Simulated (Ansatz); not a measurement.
# TiSi2 (Immm) in Ansatz: a series of runs

One crystal, TiSi2, is run at these levels: PBE, PBE+D3(BJ), PBE+D3(BJ)-ATM, PBE+D4; tasks: relaxation of cell and atoms.

Program: Ansatz 0.2.0. These are calculated values, not measurements. Logs are shortened: lines on timing, memory, paths and dates and some standing lists are left out, and cuts for length are marked.

### Step 1. The structure

The structure is orthorhombic, space group Immm (No. 71). The conventional cell has a = 2.946 Å, b = 3.424 Å, c = 8.424 Å, α = 90.00°, β = 90.00°, γ = 90.00°. Around Ti (site symmetry mmm) lie 10 Si at 2.67 to 2.78 Å and 2 Ti at 2.95 Å. Si (site symmetry mm2) is surrounded by 7 Si at 2.63 to 2.95 Å and 5 Ti at 2.67 to 2.78 Å.

The cell comes from a database or a generator and needn't be the stable form of this composition.

### Step 2. Relaxation of cell and atoms, PBE

The input, input.yaml:

```yaml
crystal:
  lattice:
    - [-1.472872, 1.71213, 4.212083]
    - [1.472872, -1.71213, 4.212083]
    - [1.472872, 1.71213, -4.212083]
  atoms:
    - { symbol: Ti, position: [0.0, 0.0, 0.0] }
    - { symbol: Si, position: [0.670078, 0.670078, 0.0] }
    - { symbol: Si, position: [0.329922, 0.329922, 0.0] }
hamiltonian:
  xc: pbe
  pseudopotentials: { kind: paw }
kpoints:
  mp_grid: { grid: [12, 12, 12] }
scf:
  occupations: { method: fermi_dirac, width: 0.05 }
output:
  forces: true
  stress: true
  eigenvalues: true
relax:
  f_tol: 0.01
  max_steps: 40
  cell: { stress_tol: 0.05 }
```

Potentials or basis: Ansatz PAW.

The run is started by

```sh
ansatz run input.yaml --threads 2 --pin off --max-ram 5632MiB --backend cpu --events-out ev --progress --plain --runs-dir out
```

The log of the run:

```text
Warning: RAYON_NUM_THREADS=2 ignored (pool sized by the plan → 2); use --threads N
basis.fft_grid_basis auto: the FFT boxes are laid along the combinations [[1, 0, 1], [0, 1, 1], [0, 0, 1]] of the cell's own vectors, 3.424, 2.946 and 4.779 Å long. The dense box has 24×20×32 points. Along the cell's own vectors, as sized, it would have 32×32×32, 2.13 times as many. Of the 8 symmetry operations that the crystal satisfies within crystal.symmetry.tolerance (time reversal apart; of a slab, those that keep its plane) the dense box along the cell's own vectors carries 8, and the one as laid loses 6 of those. basis.fft_grid_basis: typed keeps the cell's own vectors: state it where this run's energies or levels are differenced outside the engine with another run's, or held beside a run that keeps those vectors.
Engine: ansatz 0.2.0, x86_64-unknown-linux-gnu
Pseudopotentials: kind: paw
Pseudopotential: Ti, paw, valence charge 12, recommended cutoff 420 eV (normal), Ti.paw.azcp
Pseudopotential: Si, paw, valence charge 4, recommended cutoff 420 eV (normal), Si.paw.azcp
Functional definition: PBE
  parameter kappa = 0.804
  parameter beta = 0.06672455060314922
  exchange = pbe_x(kappa = kappa, mu = beta*pi^2/3)
  correlation = pbe_c(beta = beta)
Crystal: 3 atoms, lattice volume = 42.487 Å³
Basis set: ecut = 420 eV, 839 PW (Γ), FFT grids on a1+a3, a2+a3, a3, exchange–correlation on 48×40×64 points (8 copies of the dense FFT grid, shifted against one another)
Bands: 14, of which v1, the nominal top of the filled ones, is band 10 counted from 1 (9 counted from 0)
Symmetry: 8 space group operations
Space group: Immm (ITA 71), of the structure as read, at distance tolerance 3.5e-5 Å
k-points: 280 of 1728
Non-local potential: Ti, projectors of the file, l = 0: 3, l = 1: 2, l = 2: 3, l = 3: 1
Non-local potential: Si, projectors of the file, l = 0: 2, l = 1: 2, l = 2: 2
PAW form: soft (Blöchl's): semilocal exchange-correlation on the pseudo side does not see the compensation charge
PAW one-centre angular grid: Ti, 590 points (default); XC on 64 Gauss nodes
PAW one-centre angular grid: Si, 110 points (default); XC on 64 Gauss nodes
Initial density: superposition of atomic densities (neutral atoms: chi_scale 0, normalization atom), corrected by the library's trained network
Initial wavefunctions: pseudopotential atomic-orbital guess
Functional: x = pbe(κ = 0.804, μ = 0.2195149727645171), c = pbe(β = 0.06672455060314922)
SCF iter   1: F=—  HF=-3772.470285 eV  |F-HF|=—  |Δ(HF+E_count)|=         —  Δρ=4.46e-3  dr2=9.44e-3  ethr=1.77e-3  ⟨swp⟩=5.1  Hψ=21892  notcnv=0
preconditioner: auto → Kerker (q_TF=auto, 2.406 Å⁻¹)  [metal: Δε(μ)=0.022 eV  Ē_g=6.585 eV  σ=0.050 eV  W_gap=0.11  n_scr=10 (ndim 8)  ℏωp=19.7 eV  f_vac=0.000  D(μ)=1.38/eV (n_scr^D=10)]
SCF iter   2: F=—  HF=-3772.469165 eV  |F-HF|=—  |Δ(HF+E_count)|=   1.12e-3  Δρ=2.59e-3  dr2=2.62e-3  ethr=4.72e-5  ⟨swp⟩=1.1  Hψ=6177  notcnv=0
SCF iter   3: F=—  HF=-3772.468980 eV  |F-HF|=—  |Δ(HF+E_count)|=   1.85e-4  Δρ=1.37e-3  dr2=1.20e-3  ethr=1.31e-5  ⟨swp⟩=2.2  Hψ=7252  notcnv=0
SCF iter   4: F=—  HF=-3772.468777 eV  |F-HF|=—  |Δ(HF+E_count)|=   2.03e-4  Δρ=2.30e-4  dr2=1.36e-5  ethr=6.00e-6  ⟨swp⟩=2.1  Hψ=4799  notcnv=0
SCF iter   5: F=—  HF=-3772.468748 eV  |F-HF|=—  |Δ(HF+E_count)|=   2.85e-5  Δρ=3.86e-5  dr2=3.47e-7  ethr=6.79e-8  ⟨swp⟩=2.5  Hψ=6366  notcnv=0
SCF iter   6: F=-3772.468748 eV  HF=-3772.468748 eV  |F-HF|=4.02e-8  |Δ(HF+E_count)|=   1.31e-7  Δρ=9.10e-6  dr2=4.80e-8  ethr=5.00e-10  ⟨swp⟩=5.0  Hψ=17151  notcnv=0
SCF 1 converged in 6 iterations: F = -3772.468748 eV  dr2 = 4.80e-8
relax step   1: F+E_penalty+E_count = -3772.46874836 eV  Δ(F+E_penalty+E_count) = +0.000e0 eV  max|allowed force component| = 1.482e-2 eV/Å  Δτ_max = 0.0000 Å  P = +0.262 GPa  Ω = 42.487 Å³  (6 SCF iters, dr2 threshold 1.00e-7 eV, accepted)
Crystal: 3 atoms, lattice volume = 42.586 Å³
Initial density: handed on by an earlier stage of this run
Initial wavefunctions: those handed on with the density
iter 1 solved again at ethr=1.26e-6 eV; its pass at ethr=3.10e-3 eV (dr2=2.52e-4 eV) is discarded
SCF iter   1: F=—  HF=-3772.469441 eV  |F-HF|=—  |Δ(HF+E_count)|=         —  Δρ=6.48e-4  dr2=2.80e-4  ethr=1.26e-6  ⟨swp⟩=2.0  Hψ=24577  notcnv=0
preconditioner: auto → Kerker (q_TF=auto, 2.405 Å⁻¹)  [metal: Δε(μ)=0.020 eV  Ē_g=6.582 eV  σ=0.050 eV  W_gap=0.10  n_scr=10 (ndim 8)  ℏωp=19.7 eV  f_vac=0.000  D(μ)=1.39/eV (n_scr^D=10)]
SCF iter   2: F=—  HF=-3772.469365 eV  |F-HF|=—  |Δ(HF+E_count)|=   7.61e-5  Δρ=3.78e-4  dr2=8.44e-5  ethr=1.26e-6  ⟨swp⟩=1.2  Hψ=3972  notcnv=0
SCF iter   3: F=—  HF=-3772.469342 eV  |F-HF|=—  |Δ(HF+E_count)|=   2.26e-5  Δρ=2.33e-4  dr2=3.49e-5  ethr=4.22e-7  ⟨swp⟩=3.0  Hψ=6694  notcnv=0
SCF iter   4: F=—  HF=-3772.469335 eV  |F-HF|=—  |Δ(HF+E_count)|=   6.71e-6  Δρ=3.46e-5  dr2=3.65e-7  ethr=1.74e-7  ⟨swp⟩=2.2  Hψ=5041  notcnv=0
SCF iter   5: F=-3772.469335 eV  HF=-3772.469335 eV  |F-HF|=2.83e-8  |Δ(HF+E_count)|=   4.26e-8  Δρ=8.55e-6  dr2=3.98e-8  ethr=1.50e-9  ⟨swp⟩=5.0  Hψ=16477  notcnv=0
SCF 2 converged in 5 iterations: F = -3772.469335 eV  dr2 = 3.98e-8
relax step   2: F+E_penalty+E_count = -3772.46933537 eV  Δ(F+E_penalty+E_count) = -5.870e-4 eV  max|allowed force component| = 1.260e-2 eV/Å  Δτ_max = 0.0010 Å  P = +0.014 GPa  Ω = 42.586 Å³  energy of the carried Pulay correction = -1.780e-5 eV  (5 SCF iters, dr2 threshold 3.00e-7 eV, accepted)
Crystal: 3 atoms, lattice volume = 42.587 Å³
iter 1 solved again at ethr=6.69e-8 eV; its pass at ethr=3.10e-3 eV (dr2=1.34e-5 eV) is discarded
SCF iter   1: F=—  HF=-3772.469397 eV  |F-HF|=—  |Δ(HF+E_count)|=         —  Δρ=1.30e-4  dr2=1.46e-5  ethr=6.69e-8  ⟨swp⟩=2.0  Hψ=23789  notcnv=0
preconditioner: auto → Kerker (q_TF=auto, 2.405 Å⁻¹)  [metal: Δε(μ)=0.015 eV  Ē_g=6.580 eV  σ=0.050 eV  W_gap=0.08  n_scr=10 (ndim 8)  ℏωp=19.7 eV  f_vac=0.000  D(μ)=1.38/eV (n_scr^D=10)]
SCF iter   2: F=—  HF=-3772.469371 eV  |F-HF|=—  |Δ(HF+E_count)|=   2.61e-5  Δρ=7.04e-5  dr2=3.03e-6  ethr=6.69e-8  ⟨swp⟩=1.9  Hψ=4412  notcnv=0
SCF iter   3: F=—  HF=-3772.469370 eV  |F-HF|=—  |Δ(HF+E_count)|=   7.88e-7  Δρ=3.78e-5  dr2=1.18e-6  ethr=1.52e-8  ⟨swp⟩=2.9  Hψ=6662  notcnv=0
SCF iter   4: F=-3772.469370 eV  HF=-3772.469370 eV  |F-HF|=5.56e-9  |Δ(HF+E_count)|=   2.70e-7  Δρ=6.46e-6  dr2=1.31e-8  ethr=1.40e-10  ⟨swp⟩=3.2  Hψ=15145  notcnv=0
SCF 3 converged in 4 iterations: F = -3772.469370 eV  dr2 = 1.31e-8
relax step   3: F+E_penalty+E_count = -3772.46937022 eV  Δ(F+E_penalty+E_count) = -3.485e-5 eV  max|allowed force component| = 7.603e-3 eV/Å  Δτ_max = 0.0007 Å  P = +0.006 GPa  Ω = 42.587 Å³  energy of the carried Pulay correction = -1.784e-5 eV  (4 SCF iters, dr2 threshold 2.80e-8 eV, accepted)
Initial wavefunctions: pseudopotential atomic-orbital guess (no wavefunctions were taken with the density)
iter 1 solved again at ethr=3.16e-8 eV; its pass at ethr=3.10e-3 eV (dr2=6.33e-6 eV) is discarded
SCF iter   1: F=—  HF=-3772.469407 eV  |F-HF|=—  |Δ(HF+E_count)|=         —  Δρ=4.02e-5  dr2=2.68e-8  ethr=3.16e-8  ⟨swp⟩=2.9  Hψ=31524  notcnv=0
preconditioner: auto → Kerker (q_TF=auto, 2.405 Å⁻¹)  [metal: Δε(μ)=0.015 eV  Ē_g=6.581 eV  σ=0.050 eV  W_gap=0.08  n_scr=10 (ndim 8)  ℏωp=19.7 eV  f_vac=0.000  D(μ)=1.38/eV (n_scr^D=10)]
SCF iter   2: F=—  HF=-3772.469384 eV  |F-HF|=—  |Δ(HF+E_count)|=   2.24e-5  Δρ=2.05e-5  dr2=7.83e-9  ethr=1.34e-10  ⟨swp⟩=2.0  Hψ=5766  notcnv=0
SCF iter   3: F=—  HF=-3772.469385 eV  |F-HF|=—  |Δ(HF+E_count)|=   3.43e-7  Δρ=9.54e-7  dr2=3.15e-10  ethr=3.91e-11  ⟨swp⟩=1.0  Hψ=3920  notcnv=0
SCF iter   4: F=—  HF=-3772.469385 eV  |F-HF|=—  |Δ(HF+E_count)|=  1.00e-10  Δρ=6.14e-7  dr2=8.62e-11  ethr=1.57e-12  ⟨swp⟩=2.8  Hψ=6414  notcnv=0
SCF iter   5: F=—  HF=-3772.469385 eV  |F-HF|=—  |Δ(HF+E_count)|=  1.84e-10  Δρ=3.19e-7  dr2=5.61e-11  ethr=1.00e-12  ⟨swp⟩=5.0  Hψ=15158  notcnv=0
SCF iter   6: F=-3772.469385 eV  HF=-3772.469385 eV  |F-HF|=4.55e-13  |Δ(HF+E_count)|=  7.73e-12  Δρ=3.94e-8  dr2=4.01e-13  ethr=1.00e-12  ⟨swp⟩=4.0  Hψ=15853  notcnv=0
SCF 4 converged in 6 iterations: F = -3772.469385 eV  dr2 = 4.01e-13
relax step   4: F+E_penalty+E_count = -3772.46938452 eV  Δ(F+E_penalty+E_count) = -1.431e-5 eV  max|allowed force component| = 7.606e-3 eV/Å  Δτ_max = 0.0000 Å  P = +0.006 GPa  Ω = 42.587 Å³  stress off target by 1.50e-2 GPa  SCF on the basis re-selected at this cell (its energy is not comparable with the rows above)  (6 SCF iters)
basis re-selected at this cell: Δ(F+E_penalty+E_count) = -1.431e-5 eV, ΔP = +0.000 GPa vs the last step (what re-selecting the basis moved, of the pressure what is left beyond the Pulay correction that the steps carried, after the strain that the cell walked since its last selection, with what the two solves' SCF thresholds leave and, on support functions, any second-order correction that the steps lacked; it is no measure of the basis error at this ecutwfc). This SCF's stress stands 1.50e-2 GPa from its target on what of the cell is left free (relax.cell.stress_tol is 5.00e-2 GPa) and its largest allowed force component is 7.61e-3 eV/Å (relax.f_tol is 1.00e-2 eV/Å): within both
SCF converged after 6 iterations
Free energy (F): -3772.469385 eV
Harris-Foulkes:  -3772.469385 eV  (|F-HF|=4.55e-13)
Internal energy: -3772.458096 eV  (E = F + TS)
E sigma→0 (E₀):  -3772.463740 eV
Entropy (-TS):   -0.011288 eV (-3.763 meV/atom)
Fermi energy:    12.376112 eV
--- Per-component energies (eV) ---
  E_band       = -110.163111
  E_kinetic    = 358.489121
  E_local      = -1025.960597  (includes V_loc(G=0)·N_el)
  E_nonlocal   = 58.045376
  E_hartree    = 447.446299
  E_xc         = -211.253108
  E_vxc        = -220.090792  (∫ρ·V_xc dr)
  E_paw        = -2072.707923  (= ΣΔE_a)
  E_vpaw       = -175.538982  (= ΣTr[D̂ρ^β])
  E_aug_tail   = 0.000140  (compensation charges beyond the density's cutoff)
  E_ewald      = -1326.517404
  E_smearing   = -0.011288  (= −TS)
  E_closure    = 0.000000  (closes the sum)
  Σ components = -3772.469385   (vs F -3772.469385, Δ=0.00e0)
--- Forces (eV/Å), atoms counted from 1 ---
  atom   1  Ti    -0.00000000     0.00000000     0.00000000
  atom   2  Si    -0.00000000     0.00000000    -0.00760578
  atom   3  Si     0.00000000     0.00000000     0.00760578
  max |Σ_I F_I| component: 1.81e-29 eV/Å
--- Stress (GPa, compression-positive) ---
       -0.009046      -0.000000       0.000000
       -0.000000       0.011929      -0.000000
        0.000000      -0.000000       0.014988
  P = ⅓ Tr σ = 0.0060 GPa (0.060 kbar)
--- Band table (eV; the first three rows and the last of 280) ---
  k-point 0: bands = ["-43.8625", "-20.1968", "-20.1739", "-19.9385", "-0.1539", "7.6583", "8.2925", "10.2702", "11.7695", "13.0781", "14.4687", "14.7644", "15.5196", "16.1747"]
  k-point 1: bands = ["-43.8597", "-20.1936", "-20.1777", "-19.9603", "0.0530", "7.8294", "8.1960", "10.0805", "11.7453", "12.5619", "13.9792", "14.6609", "16.0021", "16.1198"]
  k-point 2: bands = ["-43.8523", "-20.1878", "-20.1847", "-20.0191", "0.6629", "7.9264", "8.2528", "9.6899", "11.5706", "11.6978", "12.8230", "14.9606", "15.9745", "16.3363"]
  k-point 279: bands = ["-43.8622", "-20.2070", "-20.1746", "-19.9388", "1.0091", "3.5586", "11.1140", "11.1425", "12.0397", "12.8651", "14.3306", "14.7384", "14.8205", "16.1377"]
--- Relaxed structure (3 steps of the walk, 3 accepted, 1 SCFs on fresh bases) ---
  F+E_penalty+E_count = -3772.46938452 eV   max|allowed force component| = 7.606e-3 eV/Å   (the final SCF, on the basis selected at the relaxed cell)
  cell:  # Å, volume = 42.5867 Å³
    - [-1.4798991212718078, 1.7118540609251416, 4.202572297925131]
    - [1.4798991212718078, -1.7118540609251416, 4.202572297925131]
    - [1.4798991212718078, 1.7118540609251416, -4.202572297925131]
  atoms:
    - { symbol: Ti, position: [-4.290047515229815e-21, -4.290047515229681e-21, 1.3395255788827049e-34] }
    - { symbol: Si, position: [0.6698794109934947, 0.6698794109934947, -1.58362579765342e-34] }
    - { symbol: Si, position: [0.3301205890065052, 0.3301205890065052, -2.202867555265517e-34] }
```

Run time: 6 s. Hardware: 2 threads of AMD EPYC 9R45 (Zen 5), shared host; peak memory 0.51 GiB.

What came out:

* Free energy: -3772.4694 eV
* Relaxed volume: 14.20 Å³/atom
* Relaxed cell: a = 4.773 Å, b = 4.773 Å, c = 4.773 Å, α = 143.88°, β = 137.97°, γ = 56.60°
* Space group after relaxing (to 0.05 Å): Immm (No. 71)
* Energy gained by relaxing: 0.2 meV/atom
* Ionic steps: 4
* Pressure after relaxing: 0.0 GPa
* Largest force after relaxing: 0.008 eV/Å
* Band gap on the k mesh: none (metal or under the smearing width)

Forces on the atoms (eV/Å):
```
Ti   0.000  0.000  0.000
Si   0.000  0.000 -0.008
Si   0.000  0.000  0.008
```

The path:
```
step  energy change (eV)  largest force (eV/Å)  volume (Å³)
   1              0.0000                0.0148        42.49
   2             -0.0006                0.0126        42.59
   3             -0.0006                0.0076        42.59
   4             -0.0006                0.0076        42.59
```

Final structure:
```xyz
3
Lattice="-1.4799 1.7119 4.2026 1.4799 -1.7119 4.2026 1.4799 1.7119 -4.2026" Properties=species:S:1:pos:R:3 pbc="T T T"
Ti    0.0000    0.0000    0.0000
Si    0.0000    0.0000    5.6304
Si    0.0000    0.0000    2.7747
```

Caveat: the plane-wave basis is chosen anew once the cell has moved, so the energies of steps on either side of that aren't comparable.

### Step 3. Relaxation of cell and atoms, PBE+D3(BJ)

Edit input.yaml of step 2 so:

```diff
@@ -12,2 +12,3 @@
   pseudopotentials: { kind: paw }
+  dispersion: d3bj
 kpoints:
```

Potentials or basis: Ansatz PAW.

The run is started by

```sh
ansatz run input.yaml --threads 2 --pin off --max-ram 5632MiB --backend cpu --events-out ev --progress --plain --runs-dir out
```

It took 7.6 s on 2 threads of AMD EPYC 9R45 (Zen 5), shared host; peak memory 0.52 GiB.

It converged, with:

```
Free energy                            : -3774.0966 eV
Relaxed volume                         : 13.57 Å³/atom
Relaxed cell                           : a = 4.707 Å, b = 4.707 Å, c = 4.707 Å, α = 144.03°, β = 137.95°, γ = 56.50°
Space group after relaxing (to 0.05 Å) : Immm (No. 71)
Energy gained by relaxing              : 11.5 meV/atom
Ionic steps                            : 5
Pressure after relaxing                : 0.0 GPa
Band gap on the k mesh                 : none (metal or under the smearing width)
```

The path:
```
step  energy change (eV)  largest force (eV/Å)  volume (Å³)
   1              0.0000                0.0167        42.49
   2             -0.0341                0.0674        40.55
   3             -0.0348                0.0213        40.73
   4             -0.0349                0.0004        40.71
   5             -0.0346                0.0003        40.71
```

Final structure:
```yaml
crystal:
  lattice:
    - [-1.45326, 1.68897, 4.14648]
    - [1.45326, -1.68897, 4.14648]
    - [1.45326, 1.68897, -4.14648]
  atoms:
    - { symbol: Ti, position: [0.00000, 0.00000, 0.00000] }
    - { symbol: Si, position: [0.67019, 0.67019, 0.00000] }
    - { symbol: Si, position: [0.32981, 0.32981, 0.00000] }
```

Levels at points of the mesh, in eV from the Fermi level:
```
              k point  band 8  band 9  band 10  band 11  band 12  band 13
   (0.00, 0.00, 0.00)   -2.24   -0.68     0.80     2.12     2.54     3.28
  (0.00, 0.00, -0.50)   -4.63   -2.99    -1.36    -0.63     2.93     3.09
  (0.00, -0.50, 0.00)   -3.45   -0.98    -0.47     0.99     2.86     3.59
 (0.00, -0.50, -0.50)   -3.81   -0.72     1.00     2.14     2.73     3.77
(-0.50, -0.50, -0.50)   -1.32   -0.40     0.48     2.08     2.58     2.60
```

Caveat: the plane-wave basis is chosen anew once the cell has moved, so the energies of steps on either side of that aren't comparable; pairwise dispersion overbinds metals, which lowers pressure and volume.

[end of part 1 of 2]
